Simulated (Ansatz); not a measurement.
# GaSb (rocksalt type): the cost of one run

Method: DFT, PBE, PAW with Ansatz's default frozen-core files, scalar-relativistic, in Ansatz 0.2.0.

### Step 1. The starting structure

Symmetry: Fm-3m, No. 225, cubic system. Conventional cell: a = 5.443 Å, b = 5.443 Å, c = 5.443 Å, α = 90.00°, β = 90.00°, γ = 90.00°. Ga (site symmetry m-3m) is surrounded by 6 Sb at 2.72 Å. Sb (site symmetry m-3m) is surrounded by 6 Ga at 2.72 Å.

Coordinates:

```
CELL_PARAMETERS angstrom
0.00000 2.72161 2.72161
2.72161 0.00000 2.72161
2.72161 2.72161 0.00000
ATOMIC_POSITIONS crystal
Ga 0.00000 0.00000 0.00000
Sb 0.50000 0.50000 0.50000
```

Atoms are numbered in the order of the input: Ga1, Sb2.

### Step 2. Cell relaxed at zero pressure, PAW

input.yaml

```yaml
crystal:
  lattice:
    - [0.0, 2.7216090333, 2.7216090333]
    - [2.7216090333, 0.0, 2.7216090333]
    - [2.7216090333, 2.7216090333, 0.0]
  atoms:
    - { symbol: Ga, position: [0.0, 0.0, 0.0] }
    - { symbol: Sb, position: [0.5, 0.5, 0.5] }
kpoints:
  mp_grid: { grid: [13, 13, 13] }
scf:
  occupations: { method: fermi_dirac, width: 0.05 }
hamiltonian:
  xc: pbe
  pseudopotentials: { kind: paw }
output:
  forces: true
  stress: true
relax:
  f_tol: 0.005
  max_steps: 40
  cell: {}
```

Command:

```sh
$ ansatz run input.yaml --threads 1 --pin off --max-ram 3584MiB --backend cpu --events-out ev --progress --plain --runs-dir out
```

**Question.** How long does this run take on 1 thread of Arm Neoverse V2, shared host, and how much memory does it need?

About 21 s, with a peak of 0.39 GiB.
